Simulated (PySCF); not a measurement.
A species of formula C5H12 has this rotational fingerprint, computed with PySCF, PBE0-D3(BJ)/def2-TZVP geometry optimisation, gas phase:

- Rotational constants: A = 7378, B = 3392, C = 2594 MHz
- Dipole components: |μa| = 0.03 D, |μb| = 0.05 D, |μc| = 0.08 D
- Inertial defect: -22.64 u·Å²
- κ: -0.67

Question: Which candidate fits, each taken in the one conformer that was computed?
A. `[CH3:1][CH2:2][CH:3]([CH3:4])[CH3:5]` with C1–C2–C3–C4 64°
B. `[CH3:1][CH2:2][CH2:3][CH2:4][CH3:5]` with C1–C2–C3–C4 180°, C2–C3–C4–C5 180°

Answer: A. It is CCC(C)C, an asymmetric top, point group C1. The candidates at the same level (rigid rotor, commonest isotopes):

| SMILES | A (MHz) | B (MHz) | C (MHz) | μa (D) | μb (D) | μc (D) | Δ (u·Å²) | point group | rotor |
| --- | --- | --- | --- | --- | --- | --- | --- | --- | --- |
| CCCCC | 17186 | 1961 | 1860 | 0.00 | 0.09 | 0.00 | -15.53 | C2v | near-prolate asymmetric top |
| CCC(C)C | 7378 | 3392 | 2594 | 0.03 | 0.05 | 0.08 | -22.64 | C1 | asymmetric top |

`CCCCC` has A 133 % too high. No structure here is proved a minimum.
